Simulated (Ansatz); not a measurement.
## Rh: opening a crack plane

Rh, Fm-3m, a = 3.830 Å. Ansatz: PBE, PAW, 420 eV, Γ-centred 25×25×5 mesh on 6 atoms, Gaussian smearing 0.15 eV; no spin polarisation. One cut on (111) per cell of 6 atoms is opened rigidly by x, between planes of Rh and Rh that stand 2.21 Å apart; y is the energy per area (6.352 Å², 1 eV/Å² = 16.02 J/m²).

```tsv
x (Å)	y (J/m²)
0.00	0.000
0.25	?
0.50	1.162
1.00	2.571
1.50	3.417
2.00	3.830
3.00	4.078
6.00	4.120
```

Question: Fit the universal binding curve y = W[1 − (1 + x/l) e^(−x/l)] to the other rows, give the peak stress, and predict the missing value.

Answer: Least squares gives W = 4.13 J/m² and l = 0.474 Å. The stress dy/dx peaks at x = l with W/(e l) = 32.1 GPa, for rigid faces. At x = 0.25: x/l = 0.527, y = 0.407 J/m². The run gave 0.398 J/m², so the fit is 0.009 J/m² too high, within the rms miss on the fitted rows (0.011 J/m²).

Cost: 9 runs of about 11 core-minutes in all, on Oxide Virtual Turin-like Processor (Zen 5) (shared hosts).